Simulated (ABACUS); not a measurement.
**Nb: equation of state with PBE**

**Experimental background.**

“Pressure effects on the electronic structure and superconductivity of (TaNb)0.67(HfZrTi)0.33 high entropy alloy”, 2019, arxiv:1910.08312 quotes, for a bulk crystal of Nb: bulk modulus 169 GPa.

Crystal: Nb.

```
Nb
1.0
    -1.66395    1.66395    1.66395
     1.66395   -1.66395    1.66395
     1.66395    1.66395   -1.66395
Nb
1
Direct
  0.00000 0.00000 0.00000
```

```yaml
Program: ABACUS 3.10.1
Task: equation of state
Functional: PBE
Potentials_or_basis: PseudoDojo NC SR 0.4.1 PBE standard
Cutoff: 1361 eV
Density_cutoff: 5442 eV
Basis: DZP LCAO (the cutoffs set its grid)
k_mesh: 11 × 11 × 11
Occupations: fermi-dirac, width 0.05 eV
Spin: no spin polarisation
Orbital_files: Nb Nb_confined-atom_7au_3s2p2d1f.orb
Radial_cutoff_of_the_potentials_pseudo_rcut: 10 bohr
SCF_threshold_on_the_density: 1e-07
Max_SCF_steps: 100
Eigensolver: genelpa
Mixing: broyden
Mixing_share: 0.7
Symmetry_key: 1
Bands: 11
```

```
Equilibrium volume                      : 18.26 Å³/atom
Bulk modulus                            : 171 GPa
Pressure derivative of the bulk modulus : 3.4
```

Energy against volume, from the lowest point:
```
volume (Å³/atom)  energy (meV/atom)
          17.322              26.90
          17.691               9.08
          18.060               0.32
          18.428               0.00
          18.797               7.23
          19.165              21.45
          19.534              42.09
```

All runs of the series together: 18 s on 4 threads of INTEL(R) XEON(R) PLATINUM 8581C CPU @ 2.10GHz (Emerald Rapids), with other jobs on the host.

A measured bulk modulus of Nb is 169 GPa (quoted in “Pressure effects on the electronic structure and superconductivity of (TaNb)0.67(HfZrTi)0.33 high entropy alloy”, 2019, arxiv:1910.08312); the calculated 171 GPa misses it by +1.2 %. The fit is for a static lattice scaled at fixed shape and fixed fractional positions.

Caveat: the atomic orbitals were generated for these runs and aren't a published set; the basis of atomic orbitals isn't converged, which shifts pressures, moduli and gaps.
